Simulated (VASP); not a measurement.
# SnSe in VASP: relaxation of cell and atoms with r2SCAN

Aim: the relaxation of cell and atoms of SnSe with r2SCAN.

Program: VASP 6.6.1. These are calculated values, not measurements. Logs are shortened: lines on timing, memory, paths and dates and some standing lists are left out, and cuts for length are marked.

### Step 1. The slab as given

The cell holds a slab with vacuum, 4 atoms: a = 4.285 Å, b = 4.285 Å, c = 10.991 Å, α = 90.00°, β = 90.00°, γ = 90.00°.

### Step 2. Relaxation of cell and atoms, r2SCAN

Input file INCAR:

```
SYSTEM = SnSe
  ALGO = Normal
  EDIFF = 1E-7
  EDIFFG = -0.005
  ENCUT = 600
  IBRION = 2
  ISIF = 3
  ISMEAR = 0
  LASPH = .TRUE.
  LCHARG = .FALSE.
  LMIXTAU = .TRUE.
  LREAL = .FALSE.
  LWAVE = .FALSE.
  METAGGA = R2SCAN
  NELM = 80
  NSW = 90
  PREC = Accurate
  SIGMA = 0.02
```

Input file KPOINTS:

```
k-points
0
G
  6 6 4
  0 0 0
```

Input file POSCAR:

```
SnSe
1.0
    4.2853274200      0.0000000000      0.0000000000
    0.0000000000      4.2853274200      0.0000000000
    0.0000000000      0.0000000000     10.9906921300
Sn Se
2 2
Direct
    0.5000000000      0.0000000000      0.3722291100
    0.0000000000      0.5000000000      0.6277708900
    0.5000000000      0.0000000000      0.6160394900
    0.0000000000      0.5000000000      0.3839605100
```

Potentials or basis: VASP PAW PBE potentials, release 64 (Sn_d, Se).

Command:

```
cat potpaw_PBE.64/Sn_d/POTCAR potpaw_PBE.64/Se/POTCAR > POTCAR
mpirun -np 1 vasp_std > vasp.out
```

OUTCAR:

```text
SYSTEM = SnSe
   EDIFF = 1E-7
   EDIFFG = -0.005
   ENCUT = 600
   IBRION = 2
   ISIF = 3
   ISMEAR = 0
   LASPH = .TRUE.
   LREAL = .FALSE.
   METAGGA = R2SCAN
   NELM = 80
   NSW = 90
   PREC = Accurate

 ion  position               nearest neighbor table
   1  0.500  0.000  0.372-   3 2.68   4 3.03   4 3.03   4 3.03   4 3.03
   2  0.000  0.500  0.628-   4 2.68   3 3.03   3 3.03   3 3.03   3 3.03
   3  0.500  0.000  0.616-   1 2.68   2 3.03   2 3.03   2 3.03   2 3.03
   4  0.000  0.500  0.384-   2 2.68   1 3.03   1 3.03   1 3.03   1 3.03

  LATTYP: Found a simple tetragonal cell.
 ALAT       =     4.2853274200
 C/A-ratio  =     2.5647263448

  Lattice vectors:

 A1 = (   4.2853274200,   0.0000000000,   0.0000000000)
 A2 = (   0.0000000000,   4.2853274200,   0.0000000000)
 A3 = (   0.0000000000,   0.0000000000,  10.9906921300)

Analysis of symmetry for initial positions (statically):
=====================================================================
 Subroutine PRICEL returns:
 Original cell was already a primitive cell.

 Routine SETGRP: Setting up the symmetry group for a
 simple tetragonal supercell.

 Subroutine GETGRP returns: Found 16 space group operations
 (whereof  8 operations were pure point group operations)
 out of a pool of 16 trial point group operations.

The static configuration has the point symmetry D_2d.
 The point group associated with its full space group is D_4h.

Analysis of symmetry for dynamics (positions and initial velocities):
=====================================================================
 Subroutine PRICEL returns:
 Original cell was already a primitive cell.

 Routine SETGRP: Setting up the symmetry group for a
 simple tetragonal supercell.

 Subroutine GETGRP returns: Found 16 space group operations
 (whereof  8 operations were pure point group operations)
 out of a pool of 16 trial point group operations.

The dynamic configuration has the point symmetry D_2d.
 The point group associated with its full space group is D_4h.

 Subroutine INISYM returns: Found 16 space group operations
 (whereof  8 operations are pure point group operations),
 and found     1 'primitive' translations

----------------------------------------------------------------------------------------

                                     Primitive cell

  volume of cell :     201.8334

  direct lattice vectors                    reciprocal lattice vectors
     4.285327420  0.000000000  0.000000000     0.233354398  0.000000000  0.000000000
     0.000000000  4.285327420  0.000000000     0.000000000  0.233354398  0.000000000
     0.000000000  0.000000000 10.990692130     0.000000000  0.000000000  0.090986081

  length of vectors
     4.285327420  4.285327420 10.990692130     0.233354398  0.233354398  0.090986081

  position of ions in fractional coordinates (direct lattice)
     0.500000000  0.000000000  0.372229110
     0.000000000  0.500000000  0.627770890
     0.500000000  0.000000000  0.616039490
     0.000000000  0.500000000  0.383960510

  ion indices of the primitive-cell ions
   primitive index   ion index
                 1           1
                 2           2
                 3           3
                 4           4

----------------------------------------------------------------------------------------

 KPOINTS: k-points

Automatic generation of k-mesh.
 Grid dimensions read from file:
 generate k-points for:    6    6    4

 Generating k-lattice:

  Cartesian coordinates                     Fractional coordinates (reciprocal lattice)
     0.038892400  0.000000000  0.000000000     0.166666667  0.000000000  0.000000000
     0.000000000  0.038892400  0.000000000     0.000000000  0.166666667  0.000000000
     0.000000000  0.000000000  0.022746520     0.000000000  0.000000000  0.250000000

  Length of vectors
     0.038892400  0.038892400  0.022746520

  Shift w.r.t. Gamma in fractional coordinates (k-lattice)
     0.000000000  0.000000000  0.000000000

 Subroutine IBZKPT returns following result:
 ===========================================

 Found     30 irreducible k-points:

 Following reciprocal coordinates:
            Coordinates               Weight
  0.000000  0.000000  0.000000      1.000000
  0.166667  0.000000  0.000000      4.000000
  0.333333  0.000000  0.000000      4.000000
  0.500000  0.000000  0.000000      2.000000
  0.166667  0.166667  0.000000      4.000000
  0.333333  0.166667  0.000000      8.000000
[... 16 lines left out ...]
  0.333333  0.000000  0.500000      4.000000
  0.500000  0.000000  0.500000      2.000000
 [... further k-points ...]
   k-points           NKPTS =     30   k-points in BZ     NKDIM =     30   number of bands    NBANDS=     24
   number of dos      NEDOS =    301   number of ions     NIONS =      4
   total plane-waves  NPLWV = 116640
   dimension x,y,z NGX =    36 NGY =   36 NGZ =   90
   dimension x,y,z NGXF=    72 NGYF=   72 NGZF=  180
   ions per type =               2   2
   NGX,Y,Z   is equivalent  to a cutoff of  13.97, 13.97, 13.61 a.u.
   NGXF,Y,Z  is equivalent  to a cutoff of  27.93, 27.93, 27.23 a.u.
 SYSTEM =  SnSe
   PREC   = accura    normal or accurate (medium, high low for compatibility)
   ISTART =      0    job   : 0-new  1-cont  2-samecut
   ICHARG =      2    charge: 1-file 2-atom 10-const
   ISPIN  =      1    spin polarized calculation?
   LNONCOLLINEAR =      F non collinear calculations
   LSORBIT =      F    spin-orbit coupling
   LASPH  =      T    aspherical Exc in radial PAW
   ENCUT  =  600.0 eV  44.10 Ry    6.64 a.u.   8.56  8.56 21.95*2*pi/ulx,y,z
   NELM   =     80;   NELMIN=  2; NELMDL= -5     # of ELM steps
   EDIFF  = 0.1E-06   stopping-criterion for ELM
   LREAL  =      F    real-space projection
   EDIFFG = -.5E-02   stopping-criterion for IOM
   NSW    =     90    number of steps for IOM
   IBRION =      2    ionic relax: 0-MD 1-quasi-New 2-CG
   NFREE  =      1    steps in history (QN), initial steepest desc. (CG)
   ISIF   =      3    stress and relaxation
   ISYM   =      2    0-nonsym 1-usesym 2-fastsym
   POTIM  = 0.5000    time-step for ionic-motion
   TEBEG  =    0.0;   TEEND  =   0.0 temperature during run
   PSTRESS=    0.0 pullay stress
   NELECT =      40.0000    total number of electrons
   NUPDOWN=      -1.0000    fix difference up-down
   EMIN   =  10.00;   EMAX   =-10.00  energy-range for DOS
   EFERMI =   0.00;   METHOD = LEGACY
   ISMEAR =     0;   SIGMA  =   0.02  broadening in eV -4-tet -1-fermi 0-gaus
   EFERMI_NEDOS =   21; number of points for ismear=-14 and -15
   IALGO  =     38    algorithm
   IMIX   =      4    mixing-type and parameters
     AMIX     =   0.40;   BMIX     =  1.00
     AMIX_MAG =   1.60;   BMIX_MAG =  1.00
  volume/ion in A,a.u.               =      50.46       340.51
  Fermi-wavevector in a.u.,A,eV,Ry     =   0.954473  1.803693 12.395171  0.911019
  Thomas-Fermi vector in A             =   2.083223
   LORBIT       =      0    0 simple, 1 ext, 2 COOP (PROOUT), +10 PAW based schemes
   METAGGA = R2SCAN    functional components
   LHFCALC =     F    Hartree Fock is set to
   AEXX    =    0.0000 exact exchange contribution
   IVDW    =     0    specifies the selected vdW correction
   LEPSILON=     F    determine dielectric tensor
   LRPA    =     F    only Hartree local field effects (RPA)
 conjugate gradient relaxation of ions
 non-spin polarized calculation
 Gauss-broadening in eV      SIGMA  =   0.02
  energy-cutoff  :      600.00
  volume of cell :      201.83
 maximum number of plane-waves:      6767
 NGX is ok and might be reduce to    36
   NGX = 17   NGY = 17   NGZ = 43

--------------------------------------- Ionic step        1  -------------------------------------------

 number of electron      40.0000002 magnetization

 Free energy of the ion-electron system (eV)
  ---------------------------------------------------
  ext. energy  EPLUGINS =         0.00000000
  ---------------------------------------------------
  free energy    TOTEN  =       -79.57562940 eV

  energy without entropy =      -79.57562940  energy(sigma->0) =      -79.57562940

------------------------ aborting loop because EDIFF is reached ----------------------------------------

  FORCE on cell =-STRESS in cart. coord.  units (eV):
  Direction    XX          YY          ZZ          XY          YZ          ZX
  --------------------------------------------------------------------------------------
  -------------------------------------------------------------------------------------
  Total        0.0454691      0.0454691      0.0209098      0.0000000      0.0000000      0.0000000
  in kB        0.3609391      0.3609391      0.1659841      0.0000000      0.0000000      0.0000000
  external PRESSURE =       0.2959541 kB  Pullay stress =       0.0000000 kB
[... 95 lines left out ...]
  FREE ENERGIE OF THE ION-ELECTRON SYSTEM (eV)
  ---------------------------------------------------
  free  energy   TOTEN  =       -79.5756605441 eV

  energy  without entropy=      -79.5756605441  energy(sigma->0) =      -79.57566054

[... ionic steps 4 to 10 ...]

--------------------------------------- Ionic step       11  -------------------------------------------

 number of electron      40.0000009 magnetization

------------------------ aborting loop because EDIFF is reached ----------------------------------------

  FORCE on cell =-STRESS in cart. coord.  units (eV):
  Direction    XX          YY          ZZ          XY          YZ          ZX
  --------------------------------------------------------------------------------------
  -------------------------------------------------------------------------------------
  Total        0.0056525      0.0056525     -0.0075226      0.0000000     -0.0000000      0.0000000
  in kB        0.0450314      0.0450314     -0.0599303      0.0000000     -0.0000000      0.0000000
  external PRESSURE =       0.0100442 kB  Pullay stress =       0.0000000 kB
[... 61 lines left out ...]
  energy  without entropy=      -79.5758047959  energy(sigma->0) =      -79.57580480

--------------------------------------- Ionic step       13  -------------------------------------------

 number of electron      40.0000006 magnetization

 Free energy of the ion-electron system (eV)
  ---------------------------------------------------
  ext. energy  EPLUGINS =         0.00000000
  ---------------------------------------------------
  free energy    TOTEN  =       -79.57580920 eV

  energy without entropy =      -79.57580920  energy(sigma->0) =      -79.57580920

 E-fermi :   0.6178     XC(G=0):  -6.2255

 val. band max:        0.4624956524   @ k =   0.3333   0.0000   0.5000
 cond. band min:       2.2185974967   @ k =   0.0000   0.0000   0.5000
 fundamental gap:      1.7561018443
 Fermi energy:         0.6178217199

 k-point     1 :       0.0000    0.0000    0.0000
  band No.  band energies     occupation
      1     -21.3074      2.00000
      2     -21.3025      2.00000
      3     -21.3023      2.00000
      4     -21.2957      2.00000
      5     -21.2800      2.00000
      6     -21.2487      2.00000
[... 637 lines left out ...]
     23       2.7938      0.00000
     24       2.7938      0.00000

 [... further k-points ...]

------------------------ aborting loop because EDIFF is reached ----------------------------------------

  FORCE on cell =-STRESS in cart. coord.  units (eV):
  Direction    XX          YY          ZZ          XY          YZ          ZX
  --------------------------------------------------------------------------------------
  -------------------------------------------------------------------------------------
  Total       -0.0016994     -0.0016994     -0.0143106      0.0000000     -0.0000000      0.0000000
  in kB       -0.0135204     -0.0135204     -0.1138568      0.0000000     -0.0000000      0.0000000
  external PRESSURE =      -0.0469659 kB  Pullay stress =       0.0000000 kB
[... 19 lines left out ...]
  FREE ENERGIE OF THE ION-ELECTRON SYSTEM (eV)
  ---------------------------------------------------
  free  energy   TOTEN  =       -79.5758092035 eV

  energy  without entropy=      -79.5758092035  energy(sigma->0) =      -79.57580920

 reached required accuracy - stopping structural energy minimisation
```

It took 64 min on 1 thread of Intel Xeon 6975P-C (Granite Rapids), shared host; peak memory 0.5 GiB.

Results:

```
Free energy                            : -79.5758 eV
Relaxed volume                         : 50.34 Å³/atom
Relaxed cell                           : a = 4.286 Å, b = 4.286 Å, c = 10.963 Å, α = 90.00°, β = 90.00°, γ = 90.00°
Space group after relaxing (to 0.05 Å) : P4/nmm (No. 129)
Energy gained by relaxing              : 0.0 meV/atom
Ionic steps                            : 13
Largest force after relaxing           : 0.004 eV/Å
Band gap on the k mesh                 : 1.76 eV, indirect (least direct gap 1.77 eV)
```

Forces on the atoms (eV/Å):
```
Sn   0.000  0.000  0.000
Sn   0.000  0.000  0.000
Se   0.000  0.000  0.004
Se   0.000  0.000 -0.004
```

The path:
```
step  energy change (eV)  largest force (eV/Å)  pressure (GPa)  volume (Å³)
   1              0.0000                0.0166            0.03       201.83
   2              0.0000                0.0092           -0.02       202.11
   3              0.0000                0.0074           -0.01       202.05
   4              0.0000                0.0078           -0.01       202.06
   5              0.0000                0.0084           -0.01       202.04
   6             -0.0001                0.0141           -0.01       201.99
   7             -0.0001                0.0138           -0.01       201.97
   8             -0.0001                0.0130           -0.01       201.91
   9             -0.0001                0.0107           -0.01       201.80
  10             -0.0002                0.0066            0.00       201.57
  11             -0.0002                0.0083            0.00       201.11
  12             -0.0002                0.0071            0.00       201.38
  13             -0.0002                0.0036            0.00       201.38
```

Final structure:
```
Sn Se
1.0
     4.28587    0.00000    0.00000
     0.00000    4.28587    0.00000
     0.00000    0.00000   10.96310
Sn Se
2 2
Direct
  0.50000 0.00000 0.37110
  0.00000 0.50000 0.62890
  0.50000 0.00000 0.61556
  0.00000 0.50000 0.38444
```

Caveat: the PAW data sets were made with another functional, which shifts forces and pressure a little; spin-orbit coupling is left out, which moves the levels of the heavy elements.
